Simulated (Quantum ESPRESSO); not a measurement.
## CdGeAs2 under changes of volume

One of the cells (25.301 Å³/atom); the others are scaled copies at fixed shape and fractional positions:

```
Cd As Ge
1.0
    -2.98887    2.98887    5.66430
     2.98887   -2.98887    5.66430
     2.98887    2.98887   -5.66430
Cd As Ge
2 4 2
Direct
  0.50000 0.50000 0.00000
  0.25000 0.75000 0.50000
  0.09622 0.12500 0.47122
  0.37500 0.90378 0.02878
  0.65378 0.62500 0.52878
  0.87500 0.34622 0.97122
  0.75000 0.25000 0.50000
  0.00000 0.00000 0.00000
```

The cell is a database's computed one.

* Program: Quantum ESPRESSO 7.5
* Functional: LDA
* Potentials or basis: GBRV 1.5 LDA
* Cutoff: 612 eV
* Density cutoff: 4898 eV
* k mesh: 5 × 5 × 5
* Occupations: fermi-dirac, width 0.05 eV
* Spin: no spin polarisation

| volume (Å³/atom) | energy over the lowest point (meV/atom) | pressure (GPa) | gap on the mesh (eV) | largest force (eV/Å) |
| --- | --- | --- | --- | --- |
| 23.783 | 3.14 | 1.7 | 0.17 | 0.295 |
| 24.289 | 0.00 | 0.2 | 0.23 | 0.270 |
| 24.795 | 1.28 | -1.1 | 0.22 | 0.246 |
| 25.301 | 6.48 | -2.3 | 0.22 | 0.223 |
| 25.807 | 15.18 | -3.3 | 0.22 | 0.201 |
| 26.313 | ? | ? | ? | ? |
| 26.819 | 41.51 | -5.1 | 0.21 | 0.160 |

Question: What does the run at 26.313 Å³/atom give?

Answer: Energy over the lowest point 26.97 meV/atom; pressure -4.2 GPa; gap on the mesh 0.22 eV; largest force 0.180 eV/Å.

Worked out: A Birch-Murnaghan fit of order 3 (a polynomial in V^(-2/3)) to the other rows has its minimum at 24.39 Å³/atom with B0 = V·E''(V) = 66 GPa and B' = 4.7 at fixed shape and positions, which overstates the stiffness. It gives 26.97 meV/atom at 26.313 Å³/atom, against the run's 26.97, and -dE/dV = -4.2 GPa, against -4.2. The gap follows no smooth curve through the other rows.

Energies are extrapolated to zero smearing.

Caveats: an odd mesh through Γ misses points on the zone boundary, where band edges often lie (some runs).

Spin-orbit coupling on As, Cd, Ge is left out.
